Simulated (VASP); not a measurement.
A run of VASP 6.6.1 is set up as follows.

Contents of INCAR:

```
ALGO     = Normal         # electronic algorithm
EDIFF    = 1E-7           # SCF threshold, eV
ENCUT    = 520            # plane-wave cutoff, eV
GGA      = PS             # functional
ISIF     = 2              # what is computed and relaxed
ISMEAR   = 0              # smearing method
LASPH    = True           # aspherical terms in the spheres
LCHARG   = False          # write CHGCAR
LDAU     = True           # DFT+U
LDAUJ    = 0 0          
LDAUL    = 2 -1           # shell
LDAUPRINT= 1            
LDAUTYPE = 2            
LDAUU    = 7 0            # U, eV
LMAXMIX  = 4              # l up to which the mixer works
LREAL    = False          # projectors in reciprocal space
LWAVE    = False          # write WAVECAR
NELM     = 100            # most SCF steps
PREC     = Accurate       # precision mode
SIGMA    = 0.05           # smearing width, eV
```

KPOINTS

```
k-points
0
Gamma
  6 6 4
```

File POSCAR:

```
MnO
1.0
    3.3717001900      0.0000000000      0.0000000000
   -1.6858500900      2.9199780200      0.0000000000
    0.0000000000      0.0000000000      5.3854988200
Mn O
2 2
Direct
    0.3333333333      0.6666666667      0.0109600000
    0.6666666667      0.3333333333      0.5109600000
    0.3333333333      0.6666666667      0.3754700000
    0.6666666667      0.3333333333      0.8754700000
```

Potentials or basis: VASP PAW PBE potentials, release 64 (Mn_pv, O).

The run is started by

```sh
$ cat potpaw_PBE.64/Mn_pv/POTCAR potpaw_PBE.64/O/POTCAR > POTCAR
$ mpirun -np 1 vasp_std > vasp.out
```

Q: Predict the band gap on the k mesh.

A: None (metal or under the smearing width).

Q: Estimate the pressure.

A: -20.0 GPa.

Eigenvalues of the final occupation matrices:
| site | spin | trace | eigenvalues |
| --- | --- | --- | --- |
| site 1 d | 1 | 2.50 | 0.20 0.20 0.23 0.94 0.94 |
| site 1 d | 2 | 2.50 | 0.20 0.20 0.23 0.94 0.94 |
| site 2 d | 1 | 2.50 | 0.20 0.20 0.23 0.94 0.94 |
| site 2 d | 2 | 2.50 | 0.20 0.20 0.23 0.94 0.94 |

Caveat: the PAW data sets were made with another functional, which shifts forces and pressure a little; the run has no spin polarisation, though such a crystal can be magnetic; U without spin polarisation on a metal has little footing. Spin polarisation is off, so any magnetic state and its effect on volume and gap are missing.
